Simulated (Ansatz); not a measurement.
Magnetic states of cobalt, bcc

Computed with DFT, LDA (PW92), plane waves (420 eV) with PAW, scalar-relativistic in Ansatz. (PAW data from PBE, frozen cores regenerated.)

Each start was relaxed and then solved on a dense mesh, with Fermi-Dirac smearing of 0.05 eV (0.1 eV in a metal without spin) extrapolated to zero. Rows within 2 meV/atom of each other tie.

(1) Where does each start end, and how do the energies compare? Starts: ferromagnetic; non-magnetic.

Answers

(1) 
| start | ends | ΔE (meV/atom) | V (Å³/atom) |
| --- | --- | --- | --- |
| ferromagnetic | ferromagnetic, net 1.65 μB per atom | 0.0 | 10.21 |
| non-magnetic | spin not included | 217.3 | 9.83 |
